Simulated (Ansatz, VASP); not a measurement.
## Ba in VASP and in Ansatz

```
Ba
1.0
     0.00000    3.08145    3.08145
     3.08145    0.00000    3.08145
     3.08145    3.08145    0.00000
Ba
1
Direct
  0.00000 0.00000 0.00000
```

This isn't the form of Ba at room conditions, which is bcc.

Alike in both runs: functional PBEsol; k mesh 12 × 12 × 12; occupations gaussian, width 0.1 eV; no spin polarisation.

Ansatz relaxed the structure, and its values are those at the end. VASP's run is a single point on that final structure, the one shown.

|  | VASP | Ansatz |
| --- | --- | --- |
| version | VASP 6.6.1 | Ansatz 0.2.0 |
| potentials or method | VASP PAW PBE potentials, release 64 (Ba_sv) | scalar-relativistic, plane waves, PAW |
| plane-wave cutoff (eV) | 520 | 420 |
| valence electrons in the cell | 10 | 10 |

Ansatz gave:

```
gap on the k mesh at the Fermi level (eV) : none
pressure (GPa)                            : 0.0
```

Task: Which values does VASP return?

Result: gap on the k mesh at the Fermi level (eV): none; pressure (GPa): 0.1.

A gap of «none» marks a metal or a gap that the smearing closes.

Caveats: the PAW data sets were made with another functional, which shifts forces and pressure a little (VASP). The runs have no spin-orbit coupling, so splittings on Ba are missing.
